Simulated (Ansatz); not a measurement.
# Cobalt, omega (AlB2-type) under LDA: ground state and equation of state, part 2 of 2

What does LDA give for cobalt in the omega (AlB2-type) structure? We relax it, solve it on a dense k-mesh, then scale the cell to 7 volumes from 88 to 112 % of the relaxed one and try a fit of the equation of state. The start is ferromagnetic. The k-meshes are 9×9×13 for the relaxation; 12×12×17 for the dense run; 11×11×15 for the volumes.

Ansatz 0.2.0; DFT, LDA (PW92), plane waves (420 eV) with PAW, scalar-relativistic.

### Step 3. The energy on a finer k-mesh

Contents of input.yaml:

```yaml
crystal:
  lattice:
    - [3.8556030654, 0.0, 0.0]
    - [-1.9278015327, 3.3390502015, 0.0]
    - [0.0, 0.0, 2.3767076119]
  atoms:
    - { symbol: Co, position: [0.0, 0.0, 0.0], spin: 1.594 }
    - { symbol: Co, position: [0.3333333333, 0.6666666667, 0.5], spin: 1.614 }
    - { symbol: Co, position: [0.6666666667, 0.3333333333, 0.5], spin: 1.614 }
hamiltonian:
  xc: lda
  pseudopotentials:
    kind: paw
    azcp:
      Co: "pseudopotentials/Co.paw.azcp"
basis:
  ecutwfc: 420
  fft_grid_basis: typed
kpoints:
  mp_grid: { grid: [12, 12, 17], shift: [0, 0, 0] }
magnetization:
  spin_polarized: true
scf:
  occupations: { method: fermi_dirac, width: 0.05 }
```

What it wrote, cut to the lines that bear on the results:

```text
Warning: <dir> the record states the generating functional pbe (its physics header spells it `PBE`), which answers neither for hamiltonian.xc's functional nor for the lda family's — results may be inconsistent (PPs are generated against a specific XC)
Warning: RAYON_NUM_THREADS=2 ignored (pool sized by the plan → 2); use --threads N
[...]
Pseudopotentials: kind: paw
Pseudopotential: Co, paw, valence charge 17, recommended cutoff 420 eV (normal), <dir>
Functional definition: SPW92
[...]
Crystal: 3 atoms, lattice volume = 30.598 Å³
Basis set: ecut = 420 eV, 619 PW (Γ)
[...]
SCF converged after 12 iterations
Magnetization: 4.6844 μB (27.8422 up, 23.1578 down)
Absolute magnetization: 4.9467 μB (∫|ρ↑−ρ↓|, with the PAW one-centre terms)
Spin contamination: 0.0476 ħ² per cell (⟨S²⟩ above its minimum at these occupations)
Per-site moments (μB) at R_I (Å): [(1.5770323958911519, 0.9803918899087501), (1.6028523272745894, 0.9182388054187639), (1.6028523272745892, 0.9182388054187639)]
Free energy (F): -15187.997767 eV
[...]
E sigma→0 (E₀):  -15187.987009 eV
Entropy (-TS):   -0.021517 eV (-7.172 meV/atom)
Fermi energy:    19.782153 eV
[...]
```

Wall time 16 s (2 threads of an x86-64 CPU, shared host); peak memory 0.56 GiB.

### Step 4. Equation of state: 88 %

Contents of input.yaml:

```yaml
crystal:
  lattice:
    - [3.6947626177, 0.0, 0.0]
    - [-1.8473813089, 3.1997582879, 0.0]
    - [0.0, 0.0, 2.2775608093]
  atoms:
    - { symbol: Co, position: [0.0, 0.0, 0.0], spin: 1.577 }
    - { symbol: Co, position: [0.3333333333, 0.6666666667, 0.5], spin: 1.603 }
    - { symbol: Co, position: [0.6666666667, 0.3333333333, 0.5], spin: 1.603 }
hamiltonian:
  xc: lda
  pseudopotentials:
    kind: paw
    azcp:
      Co: "pseudopotentials/Co.paw.azcp"
basis:
  ecutwfc: 420
  fft_grid_basis: typed
kpoints:
  mp_grid: { grid: [11, 11, 15], shift: [0, 0, 0] }
magnetization:
  spin_polarized: true
scf:
  occupations: { method: fermi_dirac, width: 0.05 }
  lower_state_search: "off"
output:
  stress: true
  write_density: true
  write_potential: true
  elf: true
  volumetric_format: npy
```

What it wrote, cut to the lines that bear on the results:

```text
Warning: <dir> the record states the generating functional pbe (its physics header spells it `PBE`), which answers neither for hamiltonian.xc's functional nor for the lda family's — results may be inconsistent (PPs are generated against a specific XC)
Warning: RAYON_NUM_THREADS=2 ignored (pool sized by the plan → 2); use --threads N
[...]
[... 3 set-up lines as earlier in the session ...]
[...]
Crystal: 3 atoms, lattice volume = 26.926 Å³
Basis set: ecut = 420 eV, 511 PW (Γ)
[...]
Spin contamination: 0.0301 ħ² per cell (⟨S²⟩ above its minimum at these occupations)
Per-site moments (μB) at R_I (Å): [(1.4643820392340454, 0.9394938338362501), (1.3729601554213353, 0.8799335291699277), (1.372960155421335, 0.8799335291699277)]
Free energy (F): -15187.563272 eV
[...]
E sigma→0 (E₀):  -15187.552776 eV
Entropy (-TS):   -0.020991 eV (-6.997 meV/atom)
Fermi energy:    23.061269 eV
[...]
--- Stress (GPa, compression-positive) ---
       45.627783       0.000000      -0.000000
        0.000000      45.627783      -0.000000
       -0.000000      -0.000000      39.432773
  P = ⅓ Tr σ = 43.5628 GPa (435.628 kbar)
--- Band table (eV; the first three rows and the last of 256) ---
[...]
```

Run time: 15 s. Hardware: 2 threads of an x86-64 CPU, shared host; peak memory 0.46 GiB.

Density in a lattice plane of the grid's cell (edges 3.69 and 3.69 Å, at 0.500 of the third edge), which holds Co. It is the smooth density of the valence electrons, not physical close to the nuclei.

Ten even steps from '0' (0.36 e/Å³) to '9' (46.99 e/Å³):
```
000000000000000000000000
000000000000000000000000
000000000000000000000000
000000001221000000000000
000000134642100000000000
000001369952100000000000
000002589741000000000000
000012566410000000000000
000012332100000000000000
000001110000000001110000
000000000000000123321000
000000000000001466521000
000000000000014798520000
000000000000125996310000
000000000000124643100000
000000000000012210000000
000000000000000000000000
000000000000000000000000
000000000000000000000000
000000000000000000000000
```
Columns run along the first of these edges and rows up along the second, over one cell in 24 and 20 even steps from the bottom left corner. Atoms in the plane (fractional): Co at (0.33, 0.67), Co at (0.67, 0.33).

Spin density (up less down) in a lattice plane of the grid's cell (edges 3.69 and 3.69 Å, at 0.500 of the third edge), which holds Co.

Values in e/Å³, 12 rows by 12 columns:
```
-0.01 -0.01 -0.01  0.00  0.03  0.06  0.05  0.02  0.00 -0.01 -0.01 -0.01
-0.01 -0.01  0.00  0.08  0.29  0.47  0.25  0.07  0.00 -0.01 -0.01 -0.01
-0.02  0.00  0.08  0.55  2.30  2.16  0.50  0.07  0.00 -0.01 -0.01 -0.01
-0.01  0.03  0.29  2.30  5.27  2.22  0.31  0.02 -0.01  0.00  0.00  0.00
-0.01  0.06  0.47  2.16  2.22  0.49  0.06 -0.01  0.02  0.07  0.07  0.02
-0.01  0.05  0.25  0.50  0.31  0.06  0.00  0.06  0.31  0.50  0.25  0.05
-0.01  0.02  0.07  0.07  0.02 -0.01  0.06  0.49  2.22  2.16  0.47  0.06
-0.01  0.00  0.00  0.00 -0.01  0.02  0.31  2.22  5.27  2.30  0.29  0.03
-0.02 -0.01 -0.01 -0.01  0.00  0.07  0.50  2.16  2.30  0.55  0.08  0.00
-0.01 -0.01 -0.01 -0.01  0.00  0.07  0.25  0.47  0.29  0.08  0.00 -0.01
-0.01 -0.01 -0.01 -0.01  0.00  0.02  0.05  0.06  0.03  0.00 -0.01 -0.01
-0.01 -0.01 -0.01 -0.02 -0.01 -0.01 -0.01 -0.01 -0.01 -0.02 -0.01 -0.01
```
Columns run along the first of these edges and rows up along the second, over one cell in 12 and 12 even steps from the bottom left corner. Atoms in the plane (fractional): Co at (0.33, 0.67), Co at (0.67, 0.33).

### Step 5. Equation of state: 92 %

Changes to input.yaml since step 4:

```diff
@@ -2,5 +2,5 @@
   lattice:
-    - [3.6947626177, 0.0, 0.0]
-    - [-1.8473813089, 3.1997582879, 0.0]
-    - [0.0, 0.0, 2.2775608093]
+    - [3.7499164597, 0.0, 0.0]
+    - [-1.8749582299, 3.2475229162, 0.0]
+    - [0.0, 0.0, 2.3115592666]
   atoms:
@@ -27,5 +27 @@
   stress: true
-  write_density: true
-  write_potential: true
-  elf: true
-  volumetric_format: npy
```

What it wrote, cut to the lines that bear on the results:

```text
Warning: <dir> the record states the generating functional pbe (its physics header spells it `PBE`), which answers neither for hamiltonian.xc's functional nor for the lda family's — results may be inconsistent (PPs are generated against a specific XC)
Warning: RAYON_NUM_THREADS=2 ignored (pool sized by the plan → 2); use --threads N
[...]
[... 3 set-up lines as earlier in the session ...]
[...]
Crystal: 3 atoms, lattice volume = 28.150 Å³
Basis set: ecut = 420 eV, 547 PW (Γ)
[...]
Absolute magnetization: 4.5214 μB (∫|ρ↑−ρ↓|, with the PAW one-centre terms)
Spin contamination: 0.0349 ħ² per cell (⟨S²⟩ above its minimum at these occupations)
Per-site moments (μB) at R_I (Å): [(1.5074174868203232, 0.9535181974725001), (1.4372441536399285, 0.8930688019508208), (1.4372441536399287, 0.8930688019508208)]
Free energy (F): -15187.823401 eV
[...]
E sigma→0 (E₀):  -15187.812844 eV
Entropy (-TS):   -0.021114 eV (-7.038 meV/atom)
Fermi energy:    21.870762 eV
[...]
--- Stress (GPa, compression-positive) ---
       26.667363       0.000000       0.000000
        0.000000      26.667363       0.000000
        0.000000       0.000000      22.530329
  P = ⅓ Tr σ = 25.2884 GPa (252.884 kbar)
```

Run time: 15 s. Hardware: 2 threads of an x86-64 CPU, shared host; peak memory 0.46 GiB.

### Step 6. Equation of state: 96 %

Changes to input.yaml since step 5:

```diff
@@ -2,5 +2,5 @@
   lattice:
-    - [3.7499164597, 0.0, 0.0]
-    - [-1.8749582299, 3.2475229162, 0.0]
-    - [0.0, 0.0, 2.3115592666]
+    - [3.8034939335, 0.0, 0.0]
+    - [-1.9017469668, 3.2939223695, 0.0]
+    - [0.0, 0.0, 2.3445860039]
   atoms:
```

What it wrote, cut to the lines that bear on the results:

```text
Warning: <dir> the record states the generating functional pbe (its physics header spells it `PBE`), which answers neither for hamiltonian.xc's functional nor for the lda family's — results may be inconsistent (PPs are generated against a specific XC)
Warning: RAYON_NUM_THREADS=2 ignored (pool sized by the plan → 2); use --threads N
[...]
[... 3 set-up lines as earlier in the session ...]
[...]
Crystal: 3 atoms, lattice volume = 29.374 Å³
Basis set: ecut = 420 eV, 583 PW (Γ)
[...]
Absolute magnetization: 4.7328 μB (∫|ρ↑−ρ↓|, with the PAW one-centre terms)
Spin contamination: 0.0405 ħ² per cell (⟨S²⟩ above its minimum at these occupations)
Per-site moments (μB) at R_I (Å): [(1.5515908377211987, 0.96714172660875), (1.5152834339471069, 0.9058286516195124), (1.5152834339471066, 0.9058286516195124)]
Free energy (F): -15187.959916 eV
[...]
E sigma→0 (E₀):  -15187.949098 eV
Entropy (-TS):   -0.021635 eV (-7.212 meV/atom)
Fermi energy:    20.777267 eV
[...]
--- Stress (GPa, compression-positive) ---
       11.693988       0.000000      -0.000000
        0.000000      11.693988       0.000000
       -0.000000       0.000000       9.722733
  P = ⅓ Tr σ = 11.0369 GPa (110.369 kbar)
```

Run time: 13 s. Hardware: 2 threads of an x86-64 CPU, shared host; peak memory 0.48 GiB.

### Step 7. Equation of state: 100 %

Changes to input.yaml since step 6:

```diff
@@ -2,5 +2,5 @@
   lattice:
-    - [3.8034939335, 0.0, 0.0]
-    - [-1.9017469668, 3.2939223695, 0.0]
-    - [0.0, 0.0, 2.3445860039]
+    - [3.8556030654, 0.0, 0.0]
+    - [-1.9278015327, 3.3390502015, 0.0]
+    - [0.0, 0.0, 2.3767076119]
   atoms:
```

What it wrote, cut to the lines that bear on the results:

```text
Warning: <dir> the record states the generating functional pbe (its physics header spells it `PBE`), which answers neither for hamiltonian.xc's functional nor for the lda family's — results may be inconsistent (PPs are generated against a specific XC)
Warning: RAYON_NUM_THREADS=2 ignored (pool sized by the plan → 2); use --threads N
[...]
[... 3 set-up lines as earlier in the session ...]
[...]
Crystal: 3 atoms, lattice volume = 30.598 Å³
Basis set: ecut = 420 eV, 619 PW (Γ)
[...]
Absolute magnetization: 4.9374 μB (∫|ρ↑−ρ↓|, with the PAW one-centre terms)
Spin contamination: 0.0465 ħ² per cell (⟨S²⟩ above its minimum at these occupations)
Per-site moments (μB) at R_I (Å): [(1.5870505002685238, 0.9803918899087501), (1.5939722679476995, 0.9182388054187639), (1.5939722679476998, 0.9182388054187639)]
Free energy (F): -15187.999604 eV
[...]
E sigma→0 (E₀):  -15187.989330 eV
Entropy (-TS):   -0.020548 eV (-6.849 meV/atom)
Fermi energy:    19.770325 eV
[...]
--- Stress (GPa, compression-positive) ---
       -0.134966       0.000000       0.000000
        0.000000      -0.134966       0.000000
        0.000000       0.000000      -0.427614
  P = ⅓ Tr σ = -0.2325 GPa (-2.325 kbar)
```

Run time: 14 s. Hardware: 2 threads of an x86-64 CPU, shared host; peak memory 0.48 GiB.

### Step 8. Equation of state: 104 %

Changes to input.yaml since step 7:

```diff
@@ -2,5 +2,5 @@
   lattice:
-    - [3.8556030654, 0.0, 0.0]
-    - [-1.9278015327, 3.3390502015, 0.0]
-    - [0.0, 0.0, 2.3767076119]
+    - [3.9063405031, 0.0, 0.0]
+    - [-1.9531702516, 3.3829901115, 0.0]
+    - [0.0, 0.0, 2.4079836672]
   atoms:
@@ -27 +27,5 @@
   stress: true
+  write_density: true
+  write_potential: true
+  elf: true
+  volumetric_format: npy
```

What it wrote, cut to the lines that bear on the results:

```text
Warning: <dir> the record states the generating functional pbe (its physics header spells it `PBE`), which answers neither for hamiltonian.xc's functional nor for the lda family's — results may be inconsistent (PPs are generated against a specific XC)
Warning: RAYON_NUM_THREADS=2 ignored (pool sized by the plan → 2); use --threads N
[...]
[... 3 set-up lines as earlier in the session ...]
[...]
Crystal: 3 atoms, lattice volume = 31.822 Å³
Basis set: ecut = 420 eV, 621 PW (Γ)
[...]
Spin contamination: 0.0519 ħ² per cell (⟨S²⟩ above its minimum at these occupations)
Per-site moments (μB) at R_I (Å): [(1.6199288541288515, 0.99329326272), (1.646343718392337, 0.9303222806647939), (1.6463437183923375, 0.9303222806647939)]
Free energy (F): -15187.961592 eV
[...]
E sigma→0 (E₀):  -15187.952062 eV
Entropy (-TS):   -0.019060 eV (-6.353 meV/atom)
Fermi energy:    18.842607 eV
[...]
--- Stress (GPa, compression-positive) ---
       -9.611547       0.000000       0.000000
        0.000000      -9.611547       0.000000
        0.000000       0.000000      -8.997023
  P = ⅓ Tr σ = -9.4067 GPa (-94.067 kbar)
--- Band table (eV; the first three rows and the last of 256) ---
[...]
```

Wall time 19 s (2 threads of an x86-64 CPU, shared host); peak memory 0.49 GiB.

### Step 9. Equation of state: 108 %

Changes to input.yaml since step 8:

```diff
@@ -2,5 +2,5 @@
   lattice:
-    - [3.9063405031, 0.0, 0.0]
-    - [-1.9531702516, 3.3829901115, 0.0]
-    - [0.0, 0.0, 2.4079836672]
+    - [3.955793101, 0.0, 0.0]
+    - [-1.9778965505, 3.4258173176, 0.0]
+    - [0.0, 0.0, 2.4384677092]
   atoms:
@@ -27,5 +27 @@
   stress: true
-  write_density: true
-  write_potential: true
-  elf: true
-  volumetric_format: npy
```

What it wrote, cut to the lines that bear on the results:

```text
Warning: <dir> the record states the generating functional pbe (its physics header spells it `PBE`), which answers neither for hamiltonian.xc's functional nor for the lda family's — results may be inconsistent (PPs are generated against a specific XC)
Warning: RAYON_NUM_THREADS=2 ignored (pool sized by the plan → 2); use --threads N
[...]
[... 3 set-up lines as earlier in the session ...]
[...]
Crystal: 3 atoms, lattice volume = 33.046 Å³
Basis set: ecut = 420 eV, 633 PW (Γ)
[...]
Absolute magnetization: 5.1887 μB (∫|ρ↑−ρ↓|, with the PAW one-centre terms)
Spin contamination: 0.0569 ħ² per cell (⟨S²⟩ above its minimum at these occupations)
Per-site moments (μB) at R_I (Å): [(1.6496952012615382, 1.005867930045), (1.6789602291323389, 0.942099762337418), (1.6789602291323387, 0.942099762337418)]
Free energy (F): -15187.860201 eV
[...]
E sigma→0 (E₀):  -15187.851016 eV
Entropy (-TS):   -0.018370 eV (-6.123 meV/atom)
Fermi energy:    17.986900 eV
[...]
--- Stress (GPa, compression-positive) ---
      -17.240480      -0.000000      -0.000000
       -0.000000     -17.240480      -0.000000
       -0.000000      -0.000000     -16.108633
  P = ⅓ Tr σ = -16.8632 GPa (-168.632 kbar)
```

It took 16 s on 2 threads of an x86-64 CPU, shared host; peak memory 0.46 GiB.

### Step 10. Equation of state: 112 %

Changes to input.yaml since step 9:

```diff
@@ -2,5 +2,5 @@
   lattice:
-    - [3.955793101, 0.0, 0.0]
-    - [-1.9778965505, 3.4258173176, 0.0]
-    - [0.0, 0.0, 2.4384677092]
+    - [4.0040392352, 0.0, 0.0]
+    - [-2.0020196176, 3.4675996954, 0.0]
+    - [0.0, 0.0, 2.4682080514]
   atoms:
```

What it wrote, cut to the lines that bear on the results:

```text
Warning: <dir> the record states the generating functional pbe (its physics header spells it `PBE`), which answers neither for hamiltonian.xc's functional nor for the lda family's — results may be inconsistent (PPs are generated against a specific XC)
Warning: RAYON_NUM_THREADS=2 ignored (pool sized by the plan → 2); use --threads N
[...]
[... 3 set-up lines as earlier in the session ...]
[...]
Crystal: 3 atoms, lattice volume = 34.270 Å³
Basis set: ecut = 420 eV, 669 PW (Γ)
[...]
Absolute magnetization: 5.2733 μB (∫|ρ↑−ρ↓|, with the PAW one-centre terms)
Spin contamination: 0.0620 ħ² per cell (⟨S²⟩ above its minimum at these occupations)
Per-site moments (μB) at R_I (Å): [(1.6752457031562384, 1.0181358212025), (1.7039151699275297, 0.9535899162395122), (1.703915169927529, 0.9535899162395122)]
Free energy (F): -15187.707721 eV
[...]
E sigma→0 (E₀):  -15187.698359 eV
Entropy (-TS):   -0.018725 eV (-6.242 meV/atom)
Fermi energy:    17.194815 eV
[...]
--- Stress (GPa, compression-positive) ---
      -23.327964       0.000000       0.000000
        0.000000     -23.327964       0.000000
        0.000000       0.000000     -21.823892
  P = ⅓ Tr σ = -22.8266 GPa (-228.266 kbar)
```

Wall time 15 s (2 threads of an x86-64 CPU, shared host); peak memory 0.46 GiB.

### Step 11. Fitting the volumes

All volumes keep the relaxed shape and fractional coordinates.

| V (Å³/atom) | E − E₀ (meV/atom) | P from the stress (GPa) | P from the fit (GPa) | largest moment (μB) |
| --- | --- | --- | --- | --- |
| 8.975 | 145.7 | 43.56 | 43.09 | 1.46 |
| 9.383 | 59.0 | 25.29 | 25.37 | 1.51 |
| 9.791 | 13.6 | 11.04 | 11.17 | 1.55 |
| 10.199 | 0.2 | -0.23 | -0.23 | 1.59 |
| 10.607 | 12.6 | -9.41 | -9.41 | 1.65 |
| 11.015 | 46.3 | -16.86 | -16.81 | 1.68 |
| 11.423 | 97.2 | -22.83 | -22.77 | 1.70 |

A third-order Birch-Murnaghan fit gives V₀ = 10.190 Å³/atom, B₀ = 256 GPa and B₀′ = 4.4; it misses no point by more than 0.28 meV/atom.

### Step 12. Outcome

The summary covers parts 1 to 2.

| quantity | value |
| --- | --- |
| space group (spins left aside) | P6/mmm (No. 191) |
| conventional cell | a = 3.856 Å, c = 2.377 Å (c/a = 0.616) |
| volume | 10.199 Å³/atom |
| shortest distance | 2.226 Å |
| gap on the mesh | none (levels filled in part) |
| magnetic state | ferromagnetic, up to 1.60 μB per atom |
| relative to hcp, ferromagnetic | +105 meV/atom |
| V₀, B₀, B₀′ | 10.190 Å³/atom, 256 GPa, 4.4 |

**Reading.** The relaxation shrank the cell by 7.9 % in volume. It lies 105 meV/atom above the element's reference form at the same level (hcp, ferromagnetic, from a run of its own). The final state is ferromagnetic (largest moment 1.60 μB). Levels at the Fermi energy are filled in part, as in a metal. The fitted modulus is 256 GPa; letting shape and positions relax at each volume could only lower it. The symmetry was held, so the structure may be unstable against distortions that break it.
